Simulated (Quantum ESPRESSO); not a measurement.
**SiO2 [001], stishovite: the electronic dielectric constant against strain along c**

How does ε∞, from linear response (ph.x, fixed occupations, ions clamped), follow the strain along c?

Calculated with Quantum ESPRESSO 7.5, PBEsol, GBRV 1.5 ultrasoft potentials, cutoff 680 eV, Fermi–Dirac smearing 0.02 eV, k-mesh 7×7×10, no spin polarisation, no spin-orbit coupling.

```
strain along c (%)  V (Å³/atom)   ε_xx   ε_yy   ε_zz   mean  gap (eV)
                −3        7.764  3.404  3.404  3.493  3.434     5.769
                −1        7.825  3.412  3.412  3.560  3.461     5.519
                 0        7.856  3.418  3.418  3.596  3.477     5.391
                 1        7.887  3.426  3.426  3.632  3.495     5.261
                 2        7.919  3.436  3.436  3.669  3.514     5.134
                 3        7.951  3.447  3.447  3.708  3.534     5.005
```

**Question.** Give the mean ε∞ and the long-wavelength refractive index at x = -2, a row left out above (x is the first column).

Least squares with ε = e0 + e1 x + e2 x² gives e0 = 3.4772, e1 = 0.016729 and e2 = 0.0007619. At x = -2 this is 3.447, so n = √ε = 1.857 as an average over directions. The run itself gives 3.447, so the estimate misses by 0.000, a rounding's worth.

Along the table the mean ε∞ rises wherever the smallest gap falls, which need not be its cause. Semilocal functionals tend to give ε∞ too large, the k-mesh wasn't converged for it (a zone-centred mesh of this size overestimates it where the gap is small), and polar lattice vibrations add to the static constant, which isn't calculated here.

[Logs are printed without paths, hosts, clocks, repeated set-up lines and the standing remarks that a program may print on its own settings, such as how far it seeks lower states.]
